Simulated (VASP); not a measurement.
# MnS (F-43m) in VASP: notebook, part 2 of 2

VASP 6.6.1.

### Step 4. Single point, LDA, collinear spin, ferromagnetic start

Contents of INCAR:

```
SYSTEM = MnS
ALGO = Normal
EDIFF = 1E-7
ENCUT = 500
ISIF = 2
ISMEAR = 0
ISPIN = 2
LASPH = .TRUE.
LCHARG = .FALSE.
LMAXMIX = 4
LORBIT = 11
LREAL = .FALSE.
LWAVE = .FALSE.
MAGMOM = 4 0
NELM = 120
PREC = Accurate
SIGMA = 0.02
```

Contents of KPOINTS:

```
k-points
0
G
  9 9 9
  0 0 0
```

Contents of POSCAR:

```
MnS
1.0
    0.0000000000      2.4734634191      2.4734634191
    2.4734634191      0.0000000000      2.4734634191
    2.4734634191      2.4734634191      0.0000000000
Mn S
1 1
Cartesian
    0.0000000000      0.0000000000      0.0000000000
    3.7101951286      3.7101951286      3.7101951286
```

Potentials or basis: VASP PAW LDA potentials, release 64 (Mn, S).

On the command line:

```bash
> cat potpaw_LDA.64/Mn/POTCAR potpaw_LDA.64/S/POTCAR > POTCAR
> mpirun -np 1 vasp_std > vasp.out
```

OUTCAR:

```text
SYSTEM = MnS
   EDIFF = 1E-7
   ENCUT = 500
   ISIF = 2
   ISMEAR = 0
   ISPIN = 2
   LASPH = .TRUE.
   LORBIT = 11
   LREAL = .FALSE.
   NELM = 120
   PREC = Accurate

 ion  position               nearest neighbor table
   1  0.000  0.000  0.000-   2 2.14   2 2.14   2 2.14   2 2.14
   2  0.750  0.750  0.750-   1 2.14   1 2.14   1 2.14   1 2.14

  LATTYP: Found a face centered cubic cell.
 ALAT       =     4.9469268382

  Lattice vectors:

 A1 = (   0.0000000000,   2.4734634191,   2.4734634191)
 A2 = (   2.4734634191,   0.0000000000,   2.4734634191)
 A3 = (   2.4734634191,   2.4734634191,   0.0000000000)

Analysis of symmetry for initial positions (statically):
=====================================================================
 Subroutine PRICEL returns:
 Original cell was already a primitive cell.

 Routine SETGRP: Setting up the symmetry group for a
 face centered cubic supercell.

 Subroutine GETGRP returns: Found 24 space group operations
 (whereof 24 operations were pure point group operations)
 out of a pool of 48 trial point group operations.

The static configuration has the point symmetry T_d .

Analysis of symmetry for dynamics (positions and initial velocities):
=====================================================================
 Subroutine PRICEL returns:
 Original cell was already a primitive cell.

 Routine SETGRP: Setting up the symmetry group for a
 face centered cubic supercell.

 Subroutine GETGRP returns: Found 24 space group operations
 (whereof 24 operations were pure point group operations)
 out of a pool of 48 trial point group operations.

The dynamic configuration has the point symmetry T_d .

Analysis of structural, dynamic, and magnetic symmetry:
=====================================================================
 Subroutine PRICEL returns:
 Original cell was already a primitive cell.

 Routine SETGRP: Setting up the symmetry group for a
 face centered cubic supercell.

 Subroutine GETGRP returns: Found 24 space group operations
 (whereof 24 operations were pure point group operations)
[... 688 lines left out ...]
      6       5.0568      1.00000
      7       5.9113      1.00000
      8       6.5013      0.00000
      9       7.3788      0.00000
     10      13.0707      0.00000
     11      14.7224      0.00000
     12      15.3683      0.00000
 Fermi energy:         5.9820286481

 spin component 2

 k-point     1 :       0.0000    0.0000    0.0000
  band No.  band energies     occupation
      1      -9.1660      1.00000
      2       1.3511      1.00000
      3       1.3511      1.00000
      4       1.3511      1.00000
      5       5.3270      1.00000
      6       5.3270      1.00000
      7       9.7262      0.00000
      8       9.7262      0.00000
      9       9.7262      0.00000
     10       9.7689      0.00000
     11      13.9347      0.00000
     12      13.9347      0.00000
[... 496 lines left out ...]
 k-point    35 :      -0.3333    0.4444    0.2222
  band No.  band energies     occupation
      1      -7.4844      1.00000
      2       0.1503      1.00000
      3       0.8399      1.00000
      4       1.8904      1.00000
      5       4.2950      1.00000
      6       5.1099      1.00000
      7       5.9851      0.41316
      8       6.5523      0.00000
      9       7.4420      0.00000
     10      13.0886      0.00000
     11      14.7376      0.00000
     12      15.3850      0.00000

------------------------ aborting loop because EDIFF is reached ----------------------------------------

  FORCE on cell =-STRESS in cart. coord.  units (eV):
  Direction    XX          YY          ZZ          XY          YZ          ZX
  --------------------------------------------------------------------------------------
  -------------------------------------------------------------------------------------
  Total       -1.1716376     -1.1716376     -1.1716376     -0.0000000     -0.0000000     -0.0000000
  in kB      -62.0236612    -62.0236612    -62.0236612     -0.0000000     -0.0000000     -0.0000000
  external PRESSURE =     -62.0236612 kB  Pullay stress =       0.0000000 kB

 VOLUME and BASIS-vectors are now :
 -----------------------------------------------------------------------------
  energy-cutoff  :      500.00
  volume of cell :       30.27
      direct lattice vectors                 reciprocal lattice vectors
     0.000000000  2.473463419  2.473463419    -0.202145702  0.202145702  0.202145702
     2.473463419  0.000000000  2.473463419     0.202145702 -0.202145702  0.202145702
     2.473463419  2.473463419  0.000000000     0.202145702  0.202145702 -0.202145702

 POSITION                                       TOTAL-FORCE (eV/Angst)
 -----------------------------------------------------------------------------------
      0.00000      0.00000      0.00000        -0.000000     -0.000000     -0.000000
      3.71020      3.71020      3.71020         0.000000      0.000000      0.000000
 -----------------------------------------------------------------------------------
    total drift:                               -0.000000     -0.000000     -0.000000

  FREE ENERGIE OF THE ION-ELECTRON SYSTEM (eV)
  ---------------------------------------------------
  free  energy   TOTEN  =       -15.5211610666 eV

  energy  without entropy=      -15.5205582168  energy(sigma->0) =      -15.52085964

 total charge

# of ion       s       p       d       tot
------------------------------------------
    1        0.361   0.385   5.371   6.117
    2        1.321   2.406   0.000   3.727
--------------------------------------------------
tot          1.682   2.791   5.371   9.844

 magnetization (x)

# of ion       s       p       d       tot
------------------------------------------
    1        0.003   0.001   0.075   0.078
    2       -0.000  -0.002   0.000  -0.002
--------------------------------------------------
tot          0.002  -0.001   0.075   0.076
```

OSZICAR:

```text
N       E                     dE             d eps       ncg     rms          rms(c)
DAV:   1     0.730690019486E+02    0.73069E+02   -0.57143E+03  1704   0.111E+03
DAV:   2    -0.951771847966E+01   -0.82587E+02   -0.75682E+02  1704   0.228E+02
DAV:   3    -0.161275387325E+02   -0.66098E+01   -0.63303E+01  2308   0.793E+01
[... 17 lines left out ...]
DAV:  21    -0.155211561734E+02   -0.16656E-05   -0.50497E-05  2544   0.111E-01    0.214E-02
DAV:  22    -0.155211592175E+02   -0.30441E-05   -0.26928E-05  2556   0.812E-02    0.109E-02
DAV:  23    -0.155211588889E+02    0.32856E-06   -0.17745E-05  2560   0.655E-02    0.140E-02
DAV:  24    -0.155211610799E+02   -0.21909E-05   -0.54406E-06  2564   0.368E-02    0.153E-03
DAV:  25    -0.155211610666E+02    0.13271E-07   -0.26474E-07  1236   0.843E-03
   1 F= -.15521161E+02 E0= -.15520860E+02  d E =-.602850E-03  mag=     0.0806
```

Wall time 25 s (1 thread of Intel Xeon 6975P-C (Granite Rapids), shared host); peak memory 0.15 GiB.

What came out:

* Free energy: -15.5212 eV
* Pressure: -6.2 GPa
* Band gap on the k mesh: none (metal or under the smearing width)
* Net moment: 0.08 μB per cell
* Site moments: Mn +0.08; S -0.00 μB
* Valence electrons inside the program's atomic spheres: Mn 6.12; S 3.73

Levels at points of the mesh, in eV from the Fermi level:
Spin up:
| k point | band 2 | band 3 | band 4 | band 5 | band 6 | band 7 | band 8 | band 9 | band 10 | band 11 |
| --- | --- | --- | --- | --- | --- | --- | --- | --- | --- | --- |
| (0.00, 0.00, 0.00) | -4.65 | -4.65 | -4.65 | -0.73 | -0.73 | 3.71 | 3.71 | 3.71 | 3.78 | 7.94 |
Spin down:
```csv
k point,band 3,band 4,band 5,band 6,band 7,band 8,band 9,band 10
"(0.00, 0.00, 0.00)",-4.63,-4.63,-0.66,-0.66,3.74,3.74,3.74,3.79
```

Caveat: the moment fell far below its start of 4 μB, so a state of higher moment may lie lower in energy; semilocal functionals often make such compounds metallic where correlation or magnetic order opens a gap, which also shifts bond lengths. With open d or f shells a metallic result of LDA can be an artefact of self-interaction; +U or a hybrid may open a gap.

### Step 5. Single point, LDA, collinear spin, ferromagnetic start

Contents of run.py:

```python
from ase.calculators.vasp import Vasp
from ase.dft.bandgap import bandgap
from ase.io import read

atoms = read('MnS.xyz')
atoms.set_initial_magnetic_moments([4.0, 0.0])
calc = Vasp(
    directory='calc',
    xc='lda',
    pp='LDA',
    setups='minimal',
    prec='Accurate',
    encut=500,
    ediff=1e-06,
    ismear=0,
    sigma=0.02,
    lreal=False,
    lasph=True,
    nelm=150,
    algo='Normal',
    isif=2,
    lwave=False,
    lcharg=True,
    ispin=2,
    lorbit=11,
    lmaxmix=4,
    lelf=True,
    lvhar=True,
    kpts=[9, 9, 9],
    gamma=True,
)
atoms.calc = calc

print('energy (eV):', atoms.get_potential_energy())
print('free energy (eV):', atoms.get_potential_energy(force_consistent=True))
print('forces (eV/A):')
print(atoms.get_forces())
print('stress (eV/A^3, Voigt):', atoms.get_stress())
print('Fermi level (eV):', calc.get_fermi_level())
print('moment (muB):', atoms.get_magnetic_moment())
print('site moments (muB):', atoms.get_magnetic_moments())
gap, top, bottom = bandgap(calc)
print('band gap (eV):', gap, 'from (spin, k, band)', top, 'to', bottom)
```

Contents of MnS.xyz:

```xyz
2
Lattice="0.0000000000 2.4734634191 2.4734634191 2.4734634191 0.0000000000 2.4734634191 2.4734634191 2.4734634191 0.0000000000" Properties=species:S:1:pos:R:3 pbc="T T T"
Mn     0.0000000000      0.0000000000      0.0000000000
S      3.7101951286      3.7101951286      3.7101951286
```

Potentials or basis: VASP PAW LDA potentials, release 64 (Mn, S).

On the command line:

```bash
> python run.py
```

Output:

```text
energy (eV): -15.5208603
free energy (eV): -15.52116094
forces (eV/A):
[[-0. -0.  0.]
 [ 0.  0. -0.]]
stress (eV/A^3, Voigt): [ 0.03871112  0.03871112  0.03871112  0.         -0.          0.        ]
Fermi level (eV): 5.98190383
moment (muB): 0.0794781
site moments (muB): [ 0.078 -0.002]
band gap (eV): 0.0 from (spin, k, band) (None, None, None) to (None, None, None)
```

OUTCAR:

```text
ENCUT = 500.000000
   EDIFF = 1.00e-06
   PREC = Accurate
   ISIF = 2
   ISMEAR = 0
   ISPIN = 2
   LORBIT = 11
   NELM = 150
   LASPH = .TRUE.
   LREAL = .FALSE.

 ion  position               nearest neighbor table
   1  0.000  0.000  0.000-   2 2.14   2 2.14   2 2.14   2 2.14
   2  0.750  0.750  0.750-   1 2.14   1 2.14   1 2.14   1 2.14

  LATTYP: Found a face centered cubic cell.
 ALAT       =     4.9469268382

  Lattice vectors:

 A1 = (   0.0000000000,   2.4734634191,   2.4734634191)
 A2 = (   2.4734634191,   0.0000000000,   2.4734634191)
 A3 = (   2.4734634191,   2.4734634191,   0.0000000000)

Analysis of symmetry for initial positions (statically):
=====================================================================
 Subroutine PRICEL returns:
 Original cell was already a primitive cell.

 Routine SETGRP: Setting up the symmetry group for a
 face centered cubic supercell.

 Subroutine GETGRP returns: Found 24 space group operations
 (whereof 24 operations were pure point group operations)
 out of a pool of 48 trial point group operations.

The static configuration has the point symmetry T_d .

Analysis of symmetry for dynamics (positions and initial velocities):
=====================================================================
 Subroutine PRICEL returns:
 Original cell was already a primitive cell.

 Routine SETGRP: Setting up the symmetry group for a
 face centered cubic supercell.

 Subroutine GETGRP returns: Found 24 space group operations
 (whereof 24 operations were pure point group operations)
 out of a pool of 48 trial point group operations.

The dynamic configuration has the point symmetry T_d .

Analysis of structural, dynamic, and magnetic symmetry:
=====================================================================
 Subroutine PRICEL returns:
 Original cell was already a primitive cell.

 Routine SETGRP: Setting up the symmetry group for a
 face centered cubic supercell.

 Subroutine GETGRP returns: Found 24 space group operations
 (whereof 24 operations were pure point group operations)
 out of a pool of 48 trial point group operations.

The overall configuration has the point symmetry T_d .

 Subroutine INISYM returns: Found 24 space group operations
 (whereof 24 operations are pure point group operations),
 and found     1 'primitive' translations

----------------------------------------------------------------------------------------

                                     Primitive cell

  volume of cell :      30.2654

  direct lattice vectors                    reciprocal lattice vectors
[... 151 lines left out ...]
 fundamental gap:      0.0082785416
 Fermi energy:         5.9819038266

 spin component 1

 k-point     1 :       0.0000    0.0000    0.0000
  band No.  band energies     occupation
      1      -9.1697      1.00000
      2       1.3311      1.00000
      3       1.3311      1.00000
      4       1.3311      1.00000
      5       5.2529      1.00000
      6       5.2529      1.00000
      7       9.6934      0.00000
      8       9.6934      0.00000
      9       9.6934      0.00000
     10       9.7627      0.00000
     11      13.9190      0.00000
     12      13.9190      0.00000
[... 496 lines left out ...]
 k-point    35 :      -0.3333    0.4444    0.2222
  band No.  band energies     occupation
      1      -7.4870      1.00000
      2       0.1374      1.00000
      3       0.8287      1.00000
      4       1.8807      1.00000
      5       4.2584      1.00000
      6       5.0570      1.00000
      7       5.9115      1.00000
      8       6.5014      0.00000
      9       7.3790      0.00000
     10      13.0707      0.00000
     11      14.7224      0.00000
     12      15.3684      0.00000
 Fermi energy:         5.9819038266

 spin component 2

 k-point     1 :       0.0000    0.0000    0.0000
  band No.  band energies     occupation
      1      -9.1661      1.00000
      2       1.3510      1.00000
      3       1.3510      1.00000
      4       1.3510      1.00000
      5       5.3268      1.00000
      6       5.3268      1.00000
      7       9.7261      0.00000
      8       9.7261      0.00000
      9       9.7261      0.00000
     10       9.7688      0.00000
     11      13.9347      0.00000
     12      13.9347      0.00000
[... 496 lines left out ...]
 k-point    35 :      -0.3333    0.4444    0.2222
  band No.  band energies     occupation
      1      -7.4844      1.00000
      2       0.1502      1.00000
      3       0.8399      1.00000
      4       1.8903      1.00000
      5       4.2949      1.00000
      6       5.1098      1.00000
      7       5.9849      0.41515
      8       6.5522      0.00000
      9       7.4418      0.00000
     10      13.0886      0.00000
     11      14.7376      0.00000
     12      15.3850      0.00000

------------------------ aborting loop because EDIFF is reached ----------------------------------------

  FORCE on cell =-STRESS in cart. coord.  units (eV):
  Direction    XX          YY          ZZ          XY          YZ          ZX
  --------------------------------------------------------------------------------------
  -------------------------------------------------------------------------------------
  Total       -1.1716072     -1.1716072     -1.1716072      0.0000000     -0.0000000      0.0000000
  in kB      -62.0220512    -62.0220512    -62.0220512      0.0000000     -0.0000000      0.0000000
  external PRESSURE =     -62.0220512 kB  Pullay stress =       0.0000000 kB

 VOLUME and BASIS-vectors are now :
 -----------------------------------------------------------------------------
  energy-cutoff  :      500.00
  volume of cell :       30.27
      direct lattice vectors                 reciprocal lattice vectors
     0.000000000  2.473463419  2.473463419    -0.202145702  0.202145702  0.202145702
     2.473463419  0.000000000  2.473463419     0.202145702 -0.202145702  0.202145702
     2.473463419  2.473463419  0.000000000     0.202145702  0.202145702 -0.202145702

 POSITION                                       TOTAL-FORCE (eV/Angst)
 -----------------------------------------------------------------------------------
      0.00000      0.00000      0.00000        -0.000000     -0.000000      0.000000
      3.71020      3.71020      3.71020         0.000000      0.000000     -0.000000
 -----------------------------------------------------------------------------------
    total drift:                               -0.000000     -0.000000     -0.000000

  FREE ENERGIE OF THE ION-ELECTRON SYSTEM (eV)
  ---------------------------------------------------
  free  energy   TOTEN  =       -15.5211609380 eV

  energy  without entropy=      -15.5205596709  energy(sigma->0) =      -15.52086030

 total charge

# of ion       s       p       d       tot
------------------------------------------
    1        0.361   0.385   5.371   6.117
    2        1.321   2.406   0.000   3.727
--------------------------------------------------
tot          1.682   2.791   5.371   9.844

 magnetization (x)

# of ion       s       p       d       tot
------------------------------------------
    1        0.003   0.001   0.075   0.078
    2       -0.000  -0.002   0.000  -0.002
--------------------------------------------------
tot          0.002  -0.001   0.075   0.076
```

INCAR:

```text
ENCUT = 500.000000
SIGMA = 0.020000
EDIFF = 1.00e-06
ALGO = Normal
PREC = Accurate
ISIF = 2
ISMEAR = 0
ISPIN = 2
LMAXMIX = 4
LORBIT = 11
NELM = 150
LASPH = .TRUE.
LCHARG = .TRUE.
LELF = .TRUE.
LVHAR = .TRUE.
LWAVE = .FALSE.
LREAL = .FALSE.
MAGMOM = 1*4.0000 1*0.0000
```

Wall time 24 s (1 thread of Intel Xeon 6975P-C (Granite Rapids), shared host); peak memory 0.16 GiB.

Results:

* Free energy: -15.5212 eV
* Pressure: -6.2 GPa
* Band gap on the k mesh: none (metal or under the smearing width)
* Net moment: 0.08 μB per cell
* Site moments: Mn +0.08; S -0.00 μB
* Valence electrons inside the program's atomic spheres: Mn 6.12; S 3.73

Caveat: the moment fell far below its start of 4 μB, so a state of higher moment may lie lower in energy; semilocal functionals often make such compounds metallic where correlation or magnetic order opens a gap, which also shifts bond lengths.
